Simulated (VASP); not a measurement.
# What goes wrong when Al2O3 (Corundum) is relaxed with a bad input

Some relaxations of Al2O3 (Corundum) get a fault in the input on purpose. Which of them show, and how? The starting structure is a measured crystal structure from the Crystallography Open Database. The first relaxation on each setting starts from this cell expanded by 3 % in volume.

Calculated with VASP 6.6.1; Kohn-Sham DFT with plane waves and PAW; PBEsol.

## 1. The starting structure

Symmetry: R-3c, No. 167, trigonal system. The conventional cell has a = 4.759 Å, b = 4.759 Å, c = 12.996 Å, α = 90.00°, β = 90.00°, γ = 120.00°. Nearest to Al lie 6 O at 1.88 to 1.93 Å. Nearest to O lie 4 Al at 1.88 to 1.93 Å. Farther neighbours and most contacts between anions are not listed.

## 2. Reference relaxation

This run starts from the cell of an earlier relaxation, which isn't shown; the restart sets up the plane waves anew.

INCAR

```
SYSTEM = Al2O3
PREC = Accurate
ENCUT = 520
EDIFF = 1E-06
NELM = 100
ISMEAR = 0
SIGMA = 0.03
LREAL = .FALSE.
ALGO = Normal
GGA = PS
NBANDS = 34
LORBIT = 11
LWAVE = .FALSE.
LCHARG = .FALSE.
KPAR = 16
IBRION = 2
NSW = 50
ISIF = 3
EDIFFG = -0.006
```

POSCAR

```
Al2O3
1.0
    2.3874690102      1.3784058758      4.3378936979
   -2.3874690102      1.3784058758      4.3378936979
    0.0000000000     -2.7568117514      4.3378936979
Al O
4 6
Direct
    0.1479092225      0.1479092225      0.1479092225
    0.3520907775      0.3520907775      0.3520907775
    0.8520907775      0.8520907775      0.8520907775
    0.6479092225      0.6479092225      0.6479092225
    0.9442101017      0.2500000000      0.5557898983
    0.5557898983      0.9442101017      0.2500000000
    0.2500000000      0.5557898983      0.9442101017
    0.0557898983      0.7500000000      0.4442101017
    0.4442101017      0.0557898983      0.7500000000
    0.7500000000      0.4442101017      0.0557898983
```

KPOINTS

```
Automatic mesh
0
Gamma
6 6 6
0 0 0
```

PAW data sets: Al and O (PBE family, release 64).

Launch:

```bash
> mpirun -np 16 vasp_std
```

Output:

```text
[banner, memory and clock lines left out]
running   16 mpi-ranks, on    1 nodes
 distrk:  each k-point on    1 cores,   16 groups
 distr:  one band on    1 cores,    1 groups

 POSCAR found type information on POSCAR AlO
 POSCAR found :  2 types and      10 ions
|                                                                             |
|           W    W    AA    RRRRR   N    N  II  N    N   GGGG   !!!           |
|           W    W   A  A   R    R  NN   N  II  NN   N  G    G  !!!           |
|           W    W  A    A  R    R  N N  N  II  N N  N  G       !!!           |
|           W WW W  AAAAAA  RRRRR   N  N N  II  N  N N  G  GGG   !            |
|           WW  WW  A    A  R   R   N   NN  II  N   NN  G    G                |
|           W    W  A    A  R    R  N    N  II  N    N   GGGG   !!!           |
|                                                                             |
|     For optimal performance we recommend to set                             |
|       NCORE = 2 up to number-of-cores-per-socket                            |
|     NCORE specifies how many cores store one orbital (NPAR=cpu/NCORE).      |
|     This setting can greatly improve the performance of VASP for DFT.       |
|     The default, NCORE=1 might be grossly inefficient on modern             |
|     multi-core architectures or massively parallel machines. Do your        |
|     Unfortunately you need to use the default for GW and RPA                |
|     calculations (for HF NCORE is supported but not extensively tested      |
|     yet).                                                                   |
|                                                                             |

|                                                                             |
|               ----> ADVICE to this user running VASP <----                  |
|                                                                             |
|     You enforced a specific xc type in the INCAR file but a different       |
|     [... a line on the potential file left out ...]
|     I HOPE YOU KNOW WHAT YOU ARE DOING!                                     |
|                                                                             |

 LDA part: xc-table for (Slater+PW92), standard interpolation
 POSCAR, INCAR and KPOINTS ok, starting setup
 FFT: planning ... GRIDC
 FFT: planning ... GRID_SOFT
 FFT: planning ... GRID
 WAVECAR not read
 entering main loop
       N       E                     dE             d eps       ncg     rms          rms(c)
DAV:   1     0.225298195928E+03    0.22530E+03   -0.25522E+04  2184   0.135E+03
DAV:   2    -0.730659386161E+02   -0.29836E+03   -0.28673E+03  2826   0.290E+02
DAV:   3    -0.858051602696E+02   -0.12739E+02   -0.12693E+02  2790   0.615E+01
DAV:   4    -0.859050819182E+02   -0.99922E-01   -0.99862E-01  2688   0.629E+00
DAV:   5    -0.859062743522E+02   -0.11924E-02   -0.11922E-02  2756   0.685E-01    0.165E+01
DAV:   6    -0.787301730715E+02    0.71761E+01   -0.25945E+01  2650   0.270E+01    0.599E+00
DAV:   7    -0.786937731932E+02    0.36400E-01   -0.76311E-01  2616   0.430E+00    0.322E+00
DAV:   8    -0.786643055451E+02    0.29468E-01   -0.76137E-02  2650   0.216E+00    0.625E-01
DAV:   9    -0.786634231136E+02    0.88243E-03   -0.17365E-02  2776   0.688E-01    0.321E-01
DAV:  10    -0.786636986925E+02   -0.27558E-03   -0.49221E-04  2516   0.136E-01    0.680E-02
DAV:  11    -0.786636674117E+02    0.31281E-04   -0.25658E-04  2686   0.903E-02    0.250E-02
DAV:  12    -0.786636687280E+02   -0.13163E-05   -0.11882E-05  2638   0.213E-02    0.616E-03
DAV:  13    -0.786636679325E+02    0.79551E-06   -0.34727E-06  2428   0.103E-02
   1 F= -.78663668E+02 E0= -.78663668E+02  d E =-.786637E+02
 curvature:   0.00 expect dE= 0.000E+00 dE for cont linesearch  0.000E+00
 trial: gam= 0.00000 g(F)=  0.352E-06 g(S)=  0.409E-05 ort = 0.000E+00 (trialstep = 0.100E+01)
 search vector abs. value=  0.445E-05
 reached required accuracy - stopping structural energy minimisation
```

Elapsed: 17 s, on 16 MPI ranks of AMD EPYC 7R43, shared host; peak memory 4.1 GiB; 4.3 min of CPU time.

Lines that name or quote the potential files are left out of all logs, and their timing lines are given in words.

From OUTCAR (step 2):

```text
ion  position               nearest neighbor table
   1  0.148  0.148  0.148-  10 1.86   9 1.86   8 1.86   5 1.97   6 1.97   7 1.97   2 2.66   3 2.80
                             3 2.80   3 2.80   2 3.23   2 3.23   2 3.23
   2  0.352  0.352  0.352-   8 1.86   9 1.86  10 1.86   7 1.97   6 1.97   5 1.97   1 2.66   4 2.80
                             4 2.80   4 2.80   1 3.23   1 3.23   1 3.23
   3  0.852  0.852  0.852-   7 1.86   6 1.86   5 1.86   8 1.97   9 1.97  10 1.97   4 2.66   1 2.80
                             1 2.80   1 2.80   4 3.23   4 3.23   4 3.23
   4  0.648  0.648  0.648-   5 1.86   6 1.86   7 1.86  10 1.97   9 1.97   8 1.97   3 2.66   2 2.80
                             2 2.80   2 2.80   3 3.23   3 3.23   3 3.23
   5  0.944  0.250  0.556-   4 1.86   3 1.86   1 1.97   2 1.97
   6  0.556  0.944  0.250-   3 1.86   4 1.86   1 1.97   2 1.97
   7  0.250  0.556  0.944-   3 1.86   4 1.86   2 1.97   1 1.97
   8  0.056  0.750  0.444-   2 1.86   1 1.86   3 1.97   4 1.97
   9  0.444  0.056  0.750-   1 1.86   2 1.86   3 1.97   4 1.97
  10  0.750  0.444  0.056-   1 1.86   2 1.86   4 1.97   3 1.97

  LATTYP: Found a trigonal (rhomboedric) cell.
 ALAT       =     5.1397794473
 COS(alpha) =     0.5684645134

 Subroutine GETGRP returns: Found 12 space group operations
 (whereof  6 operations were pure point group operations)

The static configuration has the point symmetry S_6 .
 The point group associated with its full space group is D_3d.

 Found     32 irreducible k-points:

   k-points           NKPTS =     32   k-points in BZ     NKDIM =     32   number of bands    NBANDS=     34

   dimension x,y,z NGX =    40 NGY =   40 NGZ =   40
   dimension x,y,z NGXF=    80 NGYF=   80 NGZF=   80

   ENCUT  =  520.0 eV  38.22 Ry    6.18 a.u.   9.56  9.56  9.56*2*pi/ulx,y,z

   NELECT =      48.0000    total number of electrons

 k-points in reciprocal lattice and weights: Automatic mesh
   0.00000000  0.00000000  0.00000000       0.005
   0.16666667  0.00000000 -0.00000000       0.028
   0.33333333  0.00000000  0.00000000       0.028
   0.50000000  0.00000000  0.00000000       0.014
   0.16666667  0.16666667 -0.00000000       0.028
   0.33333333  0.16666667  0.00000000       0.056
   0.50000000  0.16666667 -0.00000000       0.056
  -0.33333333  0.16666667  0.00000000       0.056
  -0.16666667  0.16666667  0.00000000       0.028
[...]
-0.33333333  0.50000000  0.33333333       0.028
   0.50000000  0.50000000  0.50000000       0.005

 average (electrostatic) potential at core
       1 -71.2255       2 -71.2255       3 -71.2255       4 -71.2255       5 -67.1011
       6 -67.1011       7 -67.1011       8 -67.1011       9 -67.1011      10 -67.1011

 E-fermi :   6.1011

 k-point     1 :       0.0000    0.0000    0.0000
  band No.  band energies     occupation
    ...
     20       5.4512      2.00000
     21       5.4512      2.00000
     22       5.9074      2.00000
     23       5.9074      2.00000
     24       5.9476      2.00000
     25      11.9801      0.00000
     26      14.8474      0.00000
     27      16.5345      0.00000
     28      17.2882      0.00000
     29      17.2882      0.00000
    ...

 k-point     2 :       0.1667    0.0000   -0.0000
  band No.  band energies     occupation
    ...
     20       5.0694      2.00000
     21       5.2588      2.00000
     22       5.6021      2.00000
     23       5.8686      2.00000
     24       5.8992      2.00000
     25      12.6152      0.00000
     26      15.3576      0.00000
     27      16.0964      0.00000
     28      16.9120      0.00000
     29      17.0130      0.00000
    ...

 k-point     3 :       0.3333    0.0000    0.0000
  band No.  band energies     occupation
    ...
     20       4.5957      2.00000
     21       5.0976      2.00000
     22       5.4028      2.00000
     23       5.7219      2.00000
     24       5.7656      2.00000
     25      13.9276      0.00000
     26      15.5719      0.00000
     27      15.8802      0.00000
     28      16.2764      0.00000
     29      16.6318      0.00000
    ...

  Total       -0.0191097     -0.0191097     -0.0108796      0.0000000     -0.0000000      0.0000000
  in kB       -0.3574529     -0.3574529     -0.2035070      0.0000000     -0.0000000      0.0000000
  external PRESSURE =      -0.3061376 kB  Pullay stress =       0.0000000 kB

  energy-cutoff  :      520.00
  volume of cell :       85.65
      direct lattice vectors                 reciprocal lattice vectors
     2.387469010  1.378405876  4.337893698     0.209426802  0.120912621  0.076842209
    -2.387469010  1.378405876  4.337893698    -0.209426802  0.120912621  0.076842209
     0.000000000 -2.756811751  4.337893698     0.000000000 -0.241825241  0.076842209

 POSITION                                       TOTAL-FORCE (eV/Angst)
 -----------------------------------------------------------------------------------
      0.00000      0.00000      1.92484        -0.000000     -0.000000     -0.000308
      0.00000      0.00000      4.58200        -0.000000      0.000000      0.000308
      0.00000      0.00000     11.08884        -0.000000      0.000000      0.000308
      0.00000      0.00000      8.43168        -0.000000     -0.000000     -0.000308
      1.65741      0.11390      7.59131        -0.000537     -0.000929     -0.000000
     -0.92734      1.37841      7.59131         0.001073      0.000000      0.000000
     -0.73006     -1.49230      7.59131        -0.000537      0.000929     -0.000000
     -1.65741     -0.11390      5.42237         0.000537      0.000929     -0.000000
      0.92734     -1.37841      5.42237        -0.001073      0.000000     -0.000000
      0.73006      1.49230      5.42237         0.000537     -0.000929     -0.000000
 -----------------------------------------------------------------------------------
    total drift:                                0.000000      0.000000      0.000000

  FREE ENERGIE OF THE ION-ELECTRON SYSTEM (eV)
  ---------------------------------------------------
  free  energy   TOTEN  =       -78.6636679325 eV

  energy  without entropy=      -78.6636679325  energy(sigma->0) =      -78.66366793

 reached required accuracy - stopping structural energy minimisation

 total charge
# of ion       s       p       d       tot
------------------------------------------
    1        0.312   0.402   0.000   0.714
    2        0.312   0.402   0.000   0.714
    3        0.312   0.402   0.000   0.714
    4        0.312   0.402   0.000   0.714
    5        1.542   3.621   0.000   5.164
    6        1.542   3.621   0.000   5.164
    7        1.542   3.621   0.000   5.164
    8        1.542   3.621   0.000   5.164
    9        1.542   3.621   0.000   5.164
   10        1.542   3.621   0.000   5.164
--------------------------------------------------
tot         10.503  23.334   0.000  33.837

[... 3 further parts left out ...]
```

CONTCAR:

```
Al2O3
   1.00000000000000
     2.3874690101999998    1.3784058758000000    4.3378936979000002
    -2.3874690101999998    1.3784058758000000    4.3378936979000002
     0.0000000000000000   -2.7568117513999999    4.3378936979000002
  Al              O
     4     6
Direct
     0.1479092224999974    0.1479092224999974    0.1479092224999974
     0.3520907775000026    0.3520907775000026    0.3520907775000026
     0.8520907775000026    0.8520907775000026    0.8520907775000026
     0.6479092224999974    0.6479092224999974    0.6479092224999974
     0.9442101017000013    0.2500000000000000    0.5557898982999987
     0.5557898982999987    0.9442101017000013    0.2500000000000000
     0.2500000000000000    0.5557898982999987    0.9442101017000013
     0.0557898982999987    0.7500000000000000    0.4442101017000013
     0.4442101017000013    0.0557898982999987    0.7500000000000000
     0.7500000000000000    0.4442101017000013    0.0557898982999987
```

The PAW data sets were made with PBE, which is usual practice but a small mismatch for other functionals. The run keeps the 12 symmetry operations of its start, so it cannot find a distortion of lower symmetry.

The reference relaxation ends at 8.565 Å³ an atom.

## 3. Relaxation with the cell held fixed (ISIF = 2)

A slip made on purpose: the cell held fixed (ISIF = 2). Against step 2 the input has ISIF = 2 (also changed: NELM).

INCAR: that of step 2 with these lines changed.

```diff
@@ -4,3 +4,3 @@
 EDIFF = 1E-06
-NELM = 100
+NELM = 60
 ISMEAR = 0
@@ -17,3 +17,3 @@
 NSW = 50
-ISIF = 3
+ISIF = 2
 EDIFFG = -0.006
```

POSCAR

```
Al2O3
1.0
    2.4030461401      1.3873993359      4.3750580714
   -2.4030461401      1.3873993359      4.3750580714
    0.0000000000     -2.7747986717      4.3750580714
Al O
4 6
Direct
    0.1500000000      0.1500000000      0.1500000000
    0.3500000000      0.3500000000      0.3500000000
    0.8500000000      0.8500000000      0.8500000000
    0.6500000000      0.6500000000      0.6500000000
    0.9500000000      0.2500000000      0.5500000000
    0.5500000000      0.9500000000      0.2500000000
    0.2500000000      0.5500000000      0.9500000000
    0.0500000000      0.7500000000      0.4500000000
    0.4500000000      0.0500000000      0.7500000000
    0.7500000000      0.4500000000      0.0500000000
```

KPOINTS is that of step 2.

Launch:

```bash
> mpirun -np 16 vasp_std
```

Output:

```text
[banner, memory and clock lines left out]
running   16 mpi-ranks, on    1 nodes
[...]
[... a notice as in an earlier step ...]

 [... a notice as in an earlier step ...]

 LDA part: xc-table for (Slater+PW92), standard interpolation
 POSCAR, INCAR and KPOINTS ok, starting setup
[...]
entering main loop
       N       E                     dE             d eps       ncg     rms          rms(c)
DAV:   1     0.223466754650E+03    0.22347E+03   -0.25269E+04  2176   0.134E+03
DAV:   2    -0.729467635127E+02   -0.29641E+03   -0.28747E+03  2782   0.287E+02
DAV:   3    -0.856797016428E+02   -0.12733E+02   -0.12690E+02  2790   0.617E+01
DAV:   4    -0.857808308545E+02   -0.10113E+00   -0.10107E+00  2704   0.629E+00
[...]
DAV:  12    -0.785539097730E+02   -0.33707E-05   -0.16526E-05  2572   0.253E-02    0.834E-03
DAV:  13    -0.785539085387E+02    0.12343E-05   -0.56607E-06  2638   0.133E-02    0.143E-03
DAV:  14    -0.785539084297E+02    0.10904E-06   -0.13381E-07  1386   0.230E-03
   1 F= -.78553908E+02 E0= -.78553908E+02  d E =-.785539E+02
[... from here on, the cycles between the ionic steps are left out ...]
   2 F= -.78634658E+02 E0= -.78634658E+02  d E =-.807493E-01
   3 F= -.78635982E+02 E0= -.78635982E+02  d E =-.820731E-01
   4 F= -.78636506E+02 E0= -.78636506E+02  d E =-.524610E-03
   5 F= -.78636546E+02 E0= -.78636546E+02  d E =-.564578E-03
[...]
reached required accuracy - stopping structural energy minimisation
```

Elapsed: 49 s, on 16 MPI ranks; peak memory 4.6 GiB; 13 min of CPU time.

From OUTCAR (step 3):

```text
  Total       -2.6788579     -2.6788579     -2.9094269      0.0000000     -0.0000000      0.0000000
  in kB      -49.0412579    -49.0412579    -53.2622334      0.0000000     -0.0000000      0.0000000
  external PRESSURE =     -50.4482497 kB  Pullay stress =       0.0000000 kB

 POSITION                                       TOTAL-FORCE (eV/Angst)
 -----------------------------------------------------------------------------------
      0.00000      0.00000      1.94154        -0.000000     -0.000000     -0.000835
      0.00000      0.00000      4.62104        -0.000000      0.000000      0.000835
      0.00000      0.00000     11.18363        -0.000000      0.000000      0.000835
      0.00000      0.00000      8.50413        -0.000000     -0.000000     -0.000835
      1.66863      0.11536      7.65635         0.000502      0.000870      0.000000
     -0.93422      1.38740      7.65635        -0.001005      0.000000      0.000000
     -0.73441     -1.50276      7.65635         0.000502     -0.000870      0.000000
     -1.66863     -0.11536      5.46882        -0.000502     -0.000870      0.000000
      0.93422     -1.38740      5.46882         0.001005      0.000000      0.000000
      0.73441      1.50276      5.46882        -0.000502      0.000870      0.000000
 -----------------------------------------------------------------------------------
    total drift:                               -0.000000      0.000000      0.000000

  FREE ENERGIE OF THE ION-ELECTRON SYSTEM (eV)
  ---------------------------------------------------
  free  energy   TOTEN  =       -78.6365461213 eV

  energy  without entropy=      -78.6365461213  energy(sigma->0) =      -78.63654612

[... 2 parts as in an earlier step ...]

[... 2 further parts left out ...]
[key lines of the parts left out:]
E-fermi :   5.8716
```

With the cell held fixed (ISIF = 2) the cell ends at 8.752 Å³ an atom, +2.18 % from the reference.

[end of part 1 of 2]

[Lines on the potential files, build, host, timing and source positions are cut from VASP's logs without a mark.]

[Logs are printed without paths, hosts, clocks, repeated set-up lines and the standing remarks that a program may print on its own settings, such as how far it seeks lower states.]

[Hosts, paths, dates, database ids (printed as entryN), source tags and the programs' standing remarks are cut or masked in the printed files.]
